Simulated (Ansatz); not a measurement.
# CuO (P1) in Ansatz: further runs

Runs on CuO. Level: BLYP. Tasks: single point, equation of state.

All numbers are computed with Ansatz 0.2.0; they aren't measurements. Logs are shortened: lines on timing, memory, paths and dates and some standing lists are left out, and cuts for length are marked.

## Step 1: The crystal as given

The typed cell holds 4 atoms: a = 2.993 Å, b = 2.993 Å, c = 5.184 Å, α = 73.22°, β = 73.22°, γ = 60.00°.

The cell comes from a database or a generator and needn't be the stable form of this composition.

## Step 2: Single point, BLYP, 8.91 Å³/atom (volume scaled by 0.94)

Contents of input.yaml:

```yaml
crystal:
  lattice:
    - [0.0, -2.0733527743, -2.0733527743]
    - [-2.0733527743, 0.0, -2.0733527743]
    - [2.0733527743, 2.0733527743, -4.1467055485]
  atoms:
    - { symbol: Cu, position: [0.50388754, 0.47698801, 0.4880064] }
    - { symbol: Cu, position: [0.00388754, 0.97698801, 0.9880064] }
    - { symbol: O, position: [0.74611246, 0.77301199, 0.7619936] }
    - { symbol: O, position: [0.24611246, 0.27301199, 0.2619936] }
hamiltonian:
  xc: blyp
  pseudopotentials: { kind: paw }
kpoints:
  mp_grid: { grid: [10, 10, 6] }
scf:
  occupations: { method: fermi_dirac, width: 0.05 }
output:
  forces: true
  stress: true
  eigenvalues: true
```

Potentials or basis: Ansatz PAW.

Launch:

```sh
ansatz run input.yaml --threads 2 --pin off --max-ram 5632MiB --backend cpu --events-out ev --progress --plain --runs-dir out
```

Output:

```text
Warning: RAYON_NUM_THREADS=2 ignored (pool sized by the plan → 2); use --threads N
Engine: ansatz 0.2.0, aarch64-unknown-linux-gnu
Pseudopotentials: kind: paw
Pseudopotential: Cu, paw, valence charge 19, recommended cutoff 420 eV (normal), Cu.paw.azcp
Pseudopotential: O, paw, valence charge 6, recommended cutoff 420 eV (normal), O.paw.azcp
Functional definition: BLYP
  parameter beta = 0.0042
  parameter a = 0.04918
  parameter b = 0.132
  parameter c = 0.2533
  parameter d = 0.349
  exchange = b88_x(beta = beta)
  correlation = lyp_c(a = a, b = b, c = c, d = d)
Crystal: 4 atoms, lattice volume = 35.652 Å³
Basis set: ecut = 420 eV, 683 PW (Γ), exchange–correlation on 40×40×72 points (8 copies of the dense FFT grid, shifted against one another)
Bands: 30, of which v1, the nominal top of the filled ones, is band 25 counted from 1 (24 counted from 0)
Symmetry: 2 space group operations
Space group: P1 (ITA 1), of the structure as read, at distance tolerance 3.3e-5 Å
k-points: 304 of 600 (time reversal used)
Non-local potential: Cu, projectors of the file, l = 0: 3, l = 1: 2, l = 2: 3, l = 3: 1
Non-local potential: O, projectors of the file, l = 0: 2, l = 1: 2, l = 2: 1
PAW form: soft (Blöchl's): semilocal exchange-correlation on the pseudo side does not see the compensation charge
PAW frozen core: Cu, regenerated for the run's functional, and the local potential with it (the file was generated under x = pbe(κ = 0.804, μ = 0.2195149727645171), c = pbe(β = 0.06672455060314922))
PAW frozen core: O, regenerated for the run's functional, and the local potential with it (the file was generated under x = pbe(κ = 0.804, μ = 0.2195149727645171), c = pbe(β = 0.06672455060314922))
PAW one-centre angular grid: Cu, 590 points (default); XC on 64 Gauss nodes
PAW one-centre angular grid: O, 110 points (default); XC on 64 Gauss nodes
Initial density: superposition of atomic densities (neutral atoms: chi_scale 0, normalization atom), corrected by the library's trained network
Initial wavefunctions: pseudopotential atomic-orbital guess
Functional: x = b88, c = lyp
SCF iter   1: F=—  HF=-14403.426710 eV  |F-HF|=—  |Δ(HF+E_count)|=         —  Δρ=2.23e-2  dr2=1.27e-1  ethr=1.77e-3  ⟨swp⟩=5.3  Hψ=30756  notcnv=0
preconditioner: auto → Kerker (q_TF=auto, 2.887 Å⁻¹)  [metal: Δε(μ)=0.008 eV  Ē_g=12.231 eV  σ=0.050 eV  W_gap=0.04  n_scr=16 (ndim 8)  ℏωp=36.3 eV  f_vac=0.000  D(μ)=3.08/eV (n_scr^D=36)]
SCF iter   2: F=—  HF=-14403.399581 eV  |F-HF|=—  |Δ(HF+E_count)|=   2.71e-2  Δρ=9.50e-3  dr2=2.70e-2  ethr=2.54e-4  ⟨swp⟩=2.2  Hψ=13645  notcnv=0
SCF iter   3: F=—  HF=-14403.393606 eV  |F-HF|=—  |Δ(HF+E_count)|=   5.97e-3  Δρ=2.61e-3  dr2=1.84e-3  ethr=5.40e-5  ⟨swp⟩=2.1  Hψ=15061  notcnv=0
SCF iter   4: F=—  HF=-14403.393313 eV  |F-HF|=—  |Δ(HF+E_count)|=   2.93e-4  Δρ=1.22e-3  dr2=3.47e-4  ethr=3.69e-6  ⟨swp⟩=2.2  Hψ=13950  notcnv=0
SCF iter   5: F=—  HF=-14403.393428 eV  |F-HF|=—  |Δ(HF+E_count)|=   1.14e-4  Δρ=2.17e-4  dr2=1.11e-5  ethr=6.94e-7  ⟨swp⟩=2.0  Hψ=13561  notcnv=0
SCF iter   6: F=—  HF=-14403.393415 eV  |F-HF|=—  |Δ(HF+E_count)|=   1.29e-5  Δρ=5.68e-5  dr2=4.80e-7  ethr=2.22e-8  ⟨swp⟩=2.0  Hψ=14281  notcnv=0
SCF iter   7: F=—  HF=-14403.393415 eV  |F-HF|=—  |Δ(HF+E_count)|=   7.51e-8  Δρ=1.66e-5  dr2=4.26e-8  ethr=2.00e-10  ⟨swp⟩=5.4  Hψ=39312  notcnv=0
SCF iter   8: F=-14403.393415 eV  HF=-14403.393415 eV  |F-HF|=4.52e-9  |Δ(HF+E_count)|=   1.41e-7  Δρ=8.73e-6  dr2=1.93e-8  ethr=8.52e-11  ⟨swp⟩=4.8  Hψ=34534  notcnv=0
SCF 1 converged in 8 iterations: F = -14403.393415 eV  dr2 = 1.93e-8
SCF converged after 8 iterations
Free energy (F): -14403.393415 eV
Harris-Foulkes:  -14403.393415 eV  (|F-HF|=4.52e-9)
Internal energy: -14403.369026 eV  (E = F + TS)
E sigma→0 (E₀):  -14403.381221 eV
Entropy (-TS):   -0.024389 eV (-6.097 meV/atom)
Fermi energy:    14.865101 eV
--- Per-component energies (eV) ---
  E_band       = -714.625410
  E_kinetic    = 948.722402
  E_local      = -8983.335283  (includes V_loc(G=0)·N_el)
  E_nonlocal   = 878.776494
  E_hartree    = 3916.509516
  E_xc         = -321.336886
  E_vxc        = -411.370851  (∫ρ·V_xc dr)
  E_paw        = -3674.148552  (= ΣΔE_a)
  E_vpaw       = -980.430422  (= ΣTr[D̂ρ^β])
  E_aug_tail   = 0.005505  (compensation charges beyond the density's cutoff)
  E_ewald      = -7168.568670
  E_core_change = 0.006447  (= ΣΔE_core)
  E_smearing   = -0.024389  (= −TS)
  E_closure    = 0.000000  (closes the sum)
  Σ components = -14403.393415   (vs F -14403.393415, Δ=0.00e0)
--- Forces (eV/Å), atoms counted from 1 ---
  atom   1  Cu    -0.29878198     0.43153721    -1.51887277
  atom   2  Cu    -0.29878198     0.43153721    -1.51887277
  atom   3  O      0.29877892    -0.43153238     1.51885957
  atom   4  O      0.29877892    -0.43153238     1.51885957
  max |Σ_I F_I| component: 2.64e-5 eV/Å
--- Stress (GPa, compression-positive) ---
       24.471691       0.349139      -1.047247
        0.349139      25.478919       1.551639
       -1.047247       1.551639      34.865660
  P = ⅓ Tr σ = 28.2721 GPa (282.721 kbar)
--- Band table (eV; the first three rows and the last of 304) ---
  k-point 0: bands = ["-97.2973", "-97.2955", "-54.8214", "-54.8115", "-54.7715", "-54.7578", "-54.7546", "-54.7509", "-5.2762", "-3.8466", "6.8151", "9.3608", "9.5353", "11.0390", "11.3065", "11.3415", "12.1286", "12.3717", "12.7720", "12.8097", "13.0506", "13.1345", "13.2759", "13.5658", "15.4314", "15.6091", "16.7127", "21.1718", "24.8236", "29.1024"]
  k-point 1: bands = ["-97.2972", "-97.2957", "-54.8206", "-54.8120", "-54.7707", "-54.7588", "-54.7544", "-54.7512", "-5.1948", "-3.9615", "7.0664", "9.4466", "9.6264", "10.6205", "11.0604", "11.3518", "12.1470", "12.3158", "12.7209", "12.7598", "12.7600", "13.1969", "13.5006", "13.8186", "15.3546", "15.5033", "17.2217", "20.9990", "25.0902", "29.3683"]
  k-point 2: bands = ["-97.2969", "-97.2960", "-54.8186", "-54.8137", "-54.7683", "-54.7614", "-54.7538", "-54.7520", "-4.9642", "-4.2574", "7.7594", "9.6982", "9.7727", "9.8972", "10.5849", "10.9043", "12.2379", "12.3261", "12.5832", "12.6285", "12.6834", "13.0111", "14.0862", "14.2939", "15.1028", "15.2113", "18.3109", "20.4268", "25.9514", "29.3596"]
  k-point 303: bands = ["-97.2953", "-97.2953", "-54.8264", "-54.8264", "-54.7689", "-54.7689", "-54.7568", "-54.7568", "-3.8039", "-3.8039", "7.8510", "7.8510", "9.2820", "9.2820", "10.0220", "10.0220", "12.3144", "12.3144", "12.8782", "12.8782", "13.1174", "13.1174", "14.1169", "14.1169", "14.3894", "14.3894", "22.3672", "22.3672", "25.0088", "25.0088"]
```

It took 17 s on 2 threads of Arm Neoverse V1, shared host; peak memory 0.49 GiB.

What came out:

```yaml
Free_energy: -14403.3934 eV
Pressure: 28.3 GPa
Largest_force: 1.607 eV/Å
Band_gap_on_the_k_mesh: none (metal or under the smearing width)
```

Caveat: the pressure holds a Pulay correction of +1.0 GPa for the finite cutoff; the run has no spin polarisation, though such a crystal can be magnetic; semilocal functionals often make such compounds metallic where correlation or magnetic order opens a gap, which also shifts bond lengths; the PAW data sets come from PBE, with cores solved anew for the run's functional, which leaves a small shift of forces and pressure; forces of over 1 eV/Å show positions far from the minimum, so gaps and moduli don't describe the material at rest.

## Step 3: Single point, BLYP, 9.10 Å³/atom (volume scaled by 0.96)

input.yaml: that of step 2 with these lines changed.

```diff
@@ -2,5 +2,5 @@
   lattice:
-    - [0.0, -2.0733527743, -2.0733527743]
-    - [-2.0733527743, 0.0, -2.0733527743]
-    - [2.0733527743, 2.0733527743, -4.1467055485]
+    - [0.0, -2.0879543312, -2.0879543312]
+    - [-2.0879543312, 0.0, -2.0879543312]
+    - [2.0879543312, 2.0879543312, -4.1759086624]
   atoms:
@@ -21 +21,5 @@
   eigenvalues: true
+  write_density: true
+  write_potential: true
+  elf: true
+  volumetric_format: npy
```

Potentials or basis: Ansatz PAW.

Launch:

```sh
ansatz run input.yaml --threads 2 --pin off --max-ram 5632MiB --backend cpu --events-out ev --progress --plain --runs-dir out
```

Run time: 25 s. Hardware: 2 threads of Arm Neoverse V1, shared host; peak memory 0.5 GiB.

It converged, with:

* Free energy: -14403.5140 eV
* Pressure: 22.7 GPa
* Largest force: 1.477 eV/Å
* Band gap on the k mesh: none (metal or under the smearing width)

Caveat: the pressure holds a Pulay correction of +1.0 GPa for the finite cutoff; the run has no spin polarisation, though such a crystal can be magnetic; semilocal functionals often make such compounds metallic where correlation or magnetic order opens a gap, which also shifts bond lengths; the PAW data sets come from PBE, with cores solved anew for the run's functional, which leaves a small shift of forces and pressure; forces of over 1 eV/Å show positions far from the minimum, so gaps and moduli don't describe the material at rest.

## Step 4: Single point, BLYP, 9.29 Å³/atom (volume scaled by 0.98)

input.yaml: that of step 3 with these lines changed.

```diff
@@ -2,5 +2,5 @@
   lattice:
-    - [0.0, -2.0879543312, -2.0879543312]
-    - [-2.0879543312, 0.0, -2.0879543312]
-    - [2.0879543312, 2.0879543312, -4.1759086624]
+    - [0.0, -2.1023544713, -2.1023544713]
+    - [-2.1023544713, 0.0, -2.1023544713]
+    - [2.1023544713, 2.1023544713, -4.2047089426]
   atoms:
@@ -21,5 +21 @@
   eigenvalues: true
-  write_density: true
-  write_potential: true
-  elf: true
-  volumetric_format: npy
```

Launch:

```sh
ansatz run input.yaml --threads 2 --pin off --max-ram 5632MiB --backend cpu --events-out ev --progress --plain --runs-dir out
```

It took 17 s on 2 threads of Arm Neoverse V1, shared host; peak memory 0.49 GiB.

Results (log left out):

| Item | Value |
| --- | --- |
| Free energy | -14403.6097 eV |
| Pressure | 17.8 GPa |
| Largest force | 1.356 eV/Å |
| Band gap on the k mesh | none (metal or under the smearing width) |

Caveat: the pressure holds a Pulay correction of +1.0 GPa for the finite cutoff; the run has no spin polarisation, though such a crystal can be magnetic; semilocal functionals often make such compounds metallic where correlation or magnetic order opens a gap, which also shifts bond lengths; the PAW data sets come from PBE, with cores solved anew for the run's functional, which leaves a small shift of forces and pressure; forces of over 1 eV/Å show positions far from the minimum, so gaps and moduli don't describe the material at rest.

## Step 5: Single point, BLYP, 9.48 Å³/atom

input.yaml: that of step 4 with these lines changed.

```diff
@@ -2,5 +2,5 @@
   lattice:
-    - [0.0, -2.1023544713, -2.1023544713]
-    - [-2.1023544713, 0.0, -2.1023544713]
-    - [2.1023544713, 2.1023544713, -4.2047089426]
+    - [0.0, -2.11656, -2.11656]
+    - [-2.11656, 0.0, -2.11656]
+    - [2.11656, 2.11656, -4.23312]
   atoms:
```

Launch:

```sh
ansatz run input.yaml --threads 2 --pin off --max-ram 5632MiB --backend cpu --events-out ev --progress --plain --runs-dir out
```

It took 15 s on 2 threads of Arm Neoverse V1, shared host; peak memory 0.5 GiB.

The run converged. Its results:

| Item | Value |
| --- | --- |
| Free energy | -14403.6832 eV |
| Pressure | 13.3 GPa |
| Largest force | 1.243 eV/Å |
| Band gap on the k mesh | none (metal or under the smearing width) |

Caveat: the pressure holds a Pulay correction of +1.0 GPa for the finite cutoff; the run has no spin polarisation, though such a crystal can be magnetic; semilocal functionals often make such compounds metallic where correlation or magnetic order opens a gap, which also shifts bond lengths; the PAW data sets come from PBE, with cores solved anew for the run's functional, which leaves a small shift of forces and pressure; forces of over 1 eV/Å show positions far from the minimum, so gaps and moduli don't describe the material at rest.

## Step 6: Single point, BLYP, 9.67 Å³/atom (volume scaled by 1.02)

input.yaml: that of step 5 with these lines changed.

```diff
@@ -2,5 +2,5 @@
   lattice:
-    - [0.0, -2.11656, -2.11656]
-    - [-2.11656, 0.0, -2.11656]
-    - [2.11656, 2.11656, -4.23312]
+    - [0.0, -2.1305773621, -2.1305773621]
+    - [-2.1305773621, 0.0, -2.1305773621]
+    - [2.1305773621, 2.1305773621, -4.2611547243]
   atoms:
```

Potentials or basis: Ansatz PAW.

Launch:

```sh
ansatz run input.yaml --threads 2 --pin off --max-ram 5632MiB --backend cpu --events-out ev --progress --plain --runs-dir out
```

It took 15 s on 2 threads of Arm Neoverse V1, shared host; peak memory 0.51 GiB.

It converged, with:

- Free energy: -14403.7368 eV
- Pressure: 9.3 GPa
- Largest force: 1.137 eV/Å
- Band gap on the k mesh: none (metal or under the smearing width)

Caveat: the pressure holds a Pulay correction of +0.9 GPa for the finite cutoff; the run has no spin polarisation, though such a crystal can be magnetic; semilocal functionals often make such compounds metallic where correlation or magnetic order opens a gap, which also shifts bond lengths; the PAW data sets come from PBE, with cores solved anew for the run's functional, which leaves a small shift of forces and pressure; forces of over 1 eV/Å show positions far from the minimum, so gaps and moduli don't describe the material at rest.

## Step 7: Single point, BLYP, 9.86 Å³/atom (volume scaled by 1.04)

input.yaml: that of step 6 with these lines changed.

```diff
@@ -2,5 +2,5 @@
   lattice:
-    - [0.0, -2.1305773621, -2.1305773621]
-    - [-2.1305773621, 0.0, -2.1305773621]
-    - [2.1305773621, 2.1305773621, -4.2611547243]
+    - [0.0, -2.1444126677, -2.1444126677]
+    - [-2.1444126677, 0.0, -2.1444126677]
+    - [2.1444126677, 2.1444126677, -4.2888253355]
   atoms:
```

Launch:

```sh
ansatz run input.yaml --threads 2 --pin off --max-ram 5632MiB --backend cpu --events-out ev --progress --plain --runs-dir out
```

Run time: 15 s. Hardware: 2 threads of Arm Neoverse V1, shared host; peak memory 0.51 GiB.

It converged, with:

```
Free energy            : -14403.7722 eV
Pressure               : 5.7 GPa
Largest force          : 1.039 eV/Å
Band gap on the k mesh : none (metal or under the smearing width)
```

Caveat: the pressure holds a Pulay correction of +0.9 GPa for the finite cutoff; the run has no spin polarisation, though such a crystal can be magnetic; semilocal functionals often make such compounds metallic where correlation or magnetic order opens a gap, which also shifts bond lengths; the PAW data sets come from PBE, with cores solved anew for the run's functional, which leaves a small shift of forces and pressure; forces of over 1 eV/Å show positions far from the minimum, so gaps and moduli don't describe the material at rest.

## Step 8: Single point, BLYP, 10.05 Å³/atom (volume scaled by 1.06)

input.yaml: that of step 7 with these lines changed.

```diff
@@ -2,5 +2,5 @@
   lattice:
-    - [0.0, -2.1444126677, -2.1444126677]
-    - [-2.1444126677, 0.0, -2.1444126677]
-    - [2.1444126677, 2.1444126677, -4.2888253355]
+    - [0.0, -2.1580717154, -2.1580717154]
+    - [-2.1580717154, 0.0, -2.1580717154]
+    - [2.1580717154, 2.1580717154, -4.3161434309]
   atoms:
```

Launch:

```sh
ansatz run input.yaml --threads 2 --pin off --max-ram 5632MiB --backend cpu --events-out ev --progress --plain --runs-dir out
```

Run time: 15 s. Hardware: 2 threads of Arm Neoverse V1, shared host; peak memory 0.52 GiB.

The run converged. Its results:

```yaml
Free_energy: -14403.7914 eV
Pressure: 2.5 GPa
Largest_force: 0.946 eV/Å
Band_gap_on_the_k_mesh: none (metal or under the smearing width)
```

Caveat: the pressure holds a Pulay correction of +0.9 GPa for the finite cutoff; the run has no spin polarisation, though such a crystal can be magnetic; semilocal functionals often make such compounds metallic where correlation or magnetic order opens a gap, which also shifts bond lengths; the PAW data sets come from PBE, with cores solved anew for the run's functional, which leaves a small shift of forces and pressure.

## Step 9: Equation of state, BLYP

Potentials or basis: Ansatz PAW.

No new run: the results of the series are fitted here.

What came out:

```yaml
Equilibrium_volume: "10.21 Å³/atom (rough: see the caveat)"
Bulk_modulus_at_fixed_shape_and_positions: 153 GPa (rough)
```

Energy against volume, from the lowest point:
| volume (Å³/atom) | energy (meV/atom) |
| --- | --- |
| 8.913 | 99.49 |
| 9.103 | 69.35 |
| 9.292 | 45.41 |
| 9.482 | 27.04 |
| 9.671 | 13.64 |
| 9.861 | 4.80 |
| 10.051 | 0.00 |

Caveat: the potentials were made for another functional, which shifts forces and pressure; the minimum lies outside the volumes run; the cell was scaled at fixed shape and fractional positions, which overstates the stiffness of a crystal with free parameters, most of all of layers and chains; the run has no spin polarisation, though such a crystal can be magnetic.
